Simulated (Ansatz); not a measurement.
**MoP: computed DOS**

```cif
data_structure
_symmetry_space_group_name_H-M 'P-6m2'
_symmetry_Int_Tables_number 187
_cell_length_a 3.2230
_cell_length_b 3.2230
_cell_length_c 3.1910
_cell_angle_alpha 90.000
_cell_angle_beta 90.000
_cell_angle_gamma 120.000
_cell_volume 28.71
loop_
_atom_site_label
_atom_site_type_symbol
_atom_site_symmetry_multiplicity
_atom_site_Wyckoff_symbol
_atom_site_fract_x
_atom_site_fract_y
_atom_site_fract_z
_atom_site_occupancy
Mo1 Mo 1 a 0.00000 0.00000 0.00000 1
P1 P 1 d 0.33333 0.66667 0.50000 1
```

The runs use the primitive cell with vectors (3.223, 0.000, 0.000), (-1.612, 2.791, 0.000), (0.000, 0.000, 3.191) Å, to which the k mesh refers.

The cell is COD entry 1539074, as deposited and not checked against the literature; nothing was relaxed.

Spin polarisation is left out, and whether a magnetic state lies lower isn't shown here.

These are results of DFT, PBE, all-electron LAPW, scalar-relativistic in Ansatz 0.2.0, not measurements.

The runs use a Γ-centred 12×12×10 k mesh, Fermi–Dirac smearing of 0.03 eV, basis error target 0.25 meV/atom, no spin polarisation.

States per eV and cell, averaged over 0.4 eV, from -12.6 to 2.4 eV, with energies (bin centres) from the Fermi level; empty bins are left out. The partial columns, the largest 3 alone, are projections on Löwdin-orthogonalised atomic shells (those that the program's projection atoms carry: the occupied ones and, for some elements, an empty d or f shell; other empty shells have no column), summed over atoms of an element. Weights on diffuse s and p shells depend on that basis and aren't pure angular character.

```
E (eV)  total  Mo 4d  P 3p  P 3s
 -12.5   0.36   0.02  0.02  0.20
 -12.1   0.51   0.05  0.03  0.30
 -11.7   0.88   0.12  0.05  0.58
 -11.3   1.86   0.42  0.06  1.26
 -10.9   0.89   0.26  0.01  0.60
  -7.7   0.02   0.00  0.01  0.00
  -7.3   0.13   0.03  0.08  0.00
  -6.9   0.69   0.19  0.40  0.02
  -6.5   1.76   0.63  0.96  0.03
  -6.1   1.32   0.51  0.69  0.03
  -5.7   0.83   0.34  0.43  0.02
  -5.3   1.00   0.40  0.53  0.02
  -4.9   1.29   0.53  0.68  0.03
  -4.5   1.37   0.66  0.63  0.02
  -4.1   1.67   0.80  0.79  0.02
  -3.7   2.30   1.12  1.07  0.02
  -3.3   1.63   0.97  0.60  0.01
  -2.9   0.99   0.63  0.35  0.00
  -2.5   0.36   0.25  0.10  0.00
  -2.1   2.53   1.98  0.36  0.02
  -1.7   1.66   1.29  0.24  0.01
  -1.3   0.72   0.55  0.11  0.00
  -0.9   0.47   0.43  0.02  0.00
  -0.5   1.08   0.97  0.06  0.01
  -0.1   0.91   0.79  0.08  0.01
   0.3   0.61   0.48  0.09  0.01
   0.7   0.72   0.54  0.12  0.02
   1.1   1.18   0.87  0.20  0.05
   1.5   2.74   2.06  0.40  0.13
   1.9   2.05   1.39  0.42  0.10
   2.3   0.93   0.62  0.18  0.06
```

Problem. Which of the resolved shells contributes most within 0.3 eV of the Fermi level?

Solution. Mo 4d, with 85 % of all states there; P 3p follows with 10 %.

Problem. Where is the centre of the filled Mo 4d states between -14 eV and the top of the filled states?

Solution. -3.55 eV from the Fermi level.
